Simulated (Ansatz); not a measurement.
## Eigenvalues along a path: ZrC (CsCl type)

```
CELL_PARAMETERS angstrom
2.15327 0.00000 0.00000
0.00000 2.15327 0.00000
0.00000 0.00000 2.15327
ATOMIC_POSITIONS crystal
Zr 0.00000 0.00000 0.00000
C 0.50000 0.50000 0.50000
```

The cell comes from a relaxation on PAW files under the same functional, begun from a prototype that needn't be the stable phase.

All numbers are PBE results (scalar-relativistic) from Ansatz 0.2.0, with a Γ-centred 14×14×14 k mesh, Fermi–Dirac smearing of 0.1 eV, no spin polarisation. Methods: LAPW: all electrons, basis error target 1 meV/atom.

This run: volume at 0.4 of the series' base cell.

Path points, in fractions of the reciprocal vectors: Γ (0.000, 0.000, 0.000), X (0.000, 0.500, 0.000), M (0.500, 0.500, 0.000), R (0.500, 0.500, 0.500). The distance column jumps between branches of the path. Levels in eV from the Fermi level; bands 12 to 20, counted from the lowest band of the run. The gap is zero, the pressure 1026 GPa.

```
# k(1/Å) point b12 b13 b14 b15 b16 b17 b18 b19 b20
0.000 Γ -24.38 -24.38 -24.38 -12.85 -7.86 -7.86 3.79 3.79 3.79
0.182 - -25.05 -24.31 -24.31 -12.54 -7.77 -7.25 3.30 3.30 3.57
0.365 - -26.69 -24.13 -24.13 -11.93 -7.51 -5.53 2.07 2.07 3.02
0.547 - -28.71 -23.84 -23.84 -11.28 -7.09 -3.36 0.48 0.48 2.63
0.729 - -30.73 -23.47 -23.47 -10.60 -6.54 -2.22 -1.16 -1.16 3.65
0.912 - -32.55 -23.07 -23.07 -9.84 -5.91 -2.71 -2.66 -2.66 6.51
1.094 - -34.01 -22.71 -22.71 -9.02 -5.30 -3.85 -3.85 -3.75 9.87
1.277 - -34.97 -22.45 -22.45 -8.21 -4.83 -4.77 -4.62 -4.62 8.69
1.459 X -35.30 -22.36 -22.36 -7.78 -5.28 -4.89 -4.89 -4.65 8.27
1.641 - -35.23 -22.96 -22.31 -7.40 -7.13 -4.78 -4.19 -3.51 8.96
1.824 - -35.01 -24.46 -22.17 -9.38 -6.64 -4.44 -2.74 -2.47 10.82
2.006 - -34.66 -26.36 -21.96 -11.65 -5.86 -3.88 -1.83 -0.63 9.39
2.188 - -34.21 -28.31 -21.70 -13.77 -5.03 -3.10 -1.42 1.32 7.45
2.371 - -33.72 -30.08 -21.42 -15.62 -4.07 -2.10 -1.14 2.23 5.80
2.553 - -33.25 -31.50 -21.18 -17.08 -2.98 -0.95 -0.91 1.90 4.55
2.736 - -32.90 -32.44 -21.01 -18.02 -1.79 -0.84 0.39 0.89 3.77
2.918 M -32.77 -32.77 -20.95 -18.35 -0.80 -0.80 -0.07 1.26 3.50
3.176 - -32.58 -32.56 -21.07 -17.69 -2.40 -0.69 -0.04 1.29 3.70
3.434 - -32.00 -31.95 -21.43 -15.83 -4.29 -1.29 -0.37 2.27 4.31
3.692 - -31.05 -30.95 -21.99 -13.05 -5.99 -1.74 0.03 1.95 5.30
3.950 - -29.75 -29.61 -22.66 -10.03 -7.14 -1.38 0.07 0.13 5.37
4.208 - -28.18 -28.02 -23.33 -9.66 -5.69 -1.93 -1.59 -0.33 3.54
4.465 - -26.49 -26.35 -23.88 -10.90 -6.09 -4.53 -0.35 1.23 3.49
4.723 - -25.01 -24.95 -24.25 -12.22 -7.41 -6.93 2.52 2.92 3.70
4.981 Γ -24.38 -24.38 -24.38 -12.85 -7.86 -7.86 3.79 3.79 3.79
5.297 - -24.98 -24.89 -24.89 -11.87 -6.85 -6.85 1.83 3.14 3.14
5.613 - -26.30 -26.08 -26.08 -9.68 -4.29 -4.29 -1.25 1.04 1.04
5.929 - -27.71 -27.40 -27.40 -8.63 -3.56 -3.56 -2.25 0.63 0.63
6.245 - -28.87 -28.52 -28.52 -10.30 -6.89 -6.89 -0.30 4.66 4.66
6.561 - -29.66 -29.32 -29.32 -12.34 -10.16 -10.16 -0.77 9.31 9.31
6.877 - -30.05 -29.80 -29.80 -13.89 -12.76 -12.76 -4.27 14.05 14.05
7.192 - -30.11 -30.03 -30.03 -14.76 -14.44 -14.44 -7.33 18.59 18.59
7.508 R -30.09 -30.09 -30.09 -15.02 -15.02 -15.02 -8.51 21.25 21.25
7.766 - -30.36 -29.95 -29.89 -15.00 -14.79 -14.31 -7.72 18.78 19.63
8.024 - -31.09 -29.50 -29.31 -14.78 -14.12 -12.33 -5.64 14.52 15.86
8.282 - -32.07 -28.68 -28.36 -14.18 -13.01 -9.46 -2.78 10.08 11.66
8.540 - -33.10 -27.48 -27.10 -13.13 -11.50 -6.31 0.17 5.80 8.00
8.798 - -34.01 -25.99 -25.62 -11.66 -9.65 -4.38 1.62 1.87 6.43
9.056 - -34.71 -24.36 -24.10 -9.81 -7.60 -5.21 -1.44 0.21 8.50
9.314 - -35.15 -22.95 -22.86 -7.60 -6.98 -5.74 -3.78 -2.38 9.59
9.572 X -35.30 -22.36 -22.36 -7.78 -5.28 -4.89 -4.89 -4.65 8.27
11.635 R -30.09 -30.09 -30.09 -15.02 -15.02 -15.02 -8.51 21.25 21.25
11.817 - -30.23 -30.23 -29.79 -15.25 -14.66 -14.66 -8.12 19.45 21.02
12.000 - -30.59 -30.59 -28.92 -15.81 -13.64 -13.64 -7.08 16.00 19.33
12.182 - -31.09 -31.09 -27.62 -16.48 -12.06 -12.06 -5.63 12.26 17.03
12.364 - -31.62 -31.62 -26.01 -17.11 -10.04 -10.04 -3.96 8.62 14.33
12.547 - -32.09 -32.09 -24.28 -17.64 -7.68 -7.68 -2.20 5.30 11.34
12.729 - -32.46 -32.46 -22.64 -18.03 -5.08 -5.08 -0.54 2.53 8.23
12.912 - -32.69 -32.69 -21.41 -18.27 -2.44 -2.44 0.62 0.76 5.25
13.094 M -32.77 -32.77 -20.95 -18.35 -0.80 -0.80 -0.07 1.26 3.50
```
